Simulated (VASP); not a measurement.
CdTe:

```
Cd Te
1.0
     0.00000    3.24718    3.24718
     3.24718    0.00000    3.24718
     3.24718    3.24718    0.00000
Cd Te
1 1
Direct
  0.00000 0.00000 0.00000
  0.75000 0.75000 0.75000
```

The cell isn't the ideal one: functional r2scan, volume scaled by 1.04, PAW files.

Base run:

| Item | Value |
| --- | --- |
| Program | VASP 6.6.1 |
| Functional | r2SCAN |
| Potentials or basis | VASP PAW PBE potentials, release 64 (Cd, Te) |
| Cutoff | 520 eV |
| k mesh | 10 × 10 × 10 |
| Occupations | fermi-dirac, width 0.08 eV |
| Spin | no spin polarisation |

Its results: band gap on the k mesh 1.25 eV, direct; pressure 1.4 GPa.

Q: The run is repeated on the same cell with these changes: functional from r2SCAN to LDA; potentials or basis from VASP PAW PBE potentials, release 64 (Cd, Te) to VASP PAW LDA potentials, release 64 (Cd, Te). What comes out?

A: Band gap on the k mesh 0.53 eV, direct; pressure -1.4 GPa.

Caveats: spin-orbit coupling is left out, which moves the levels of the heavy elements; the PAW data sets were made with another functional, which shifts forces and pressure a little (some runs).

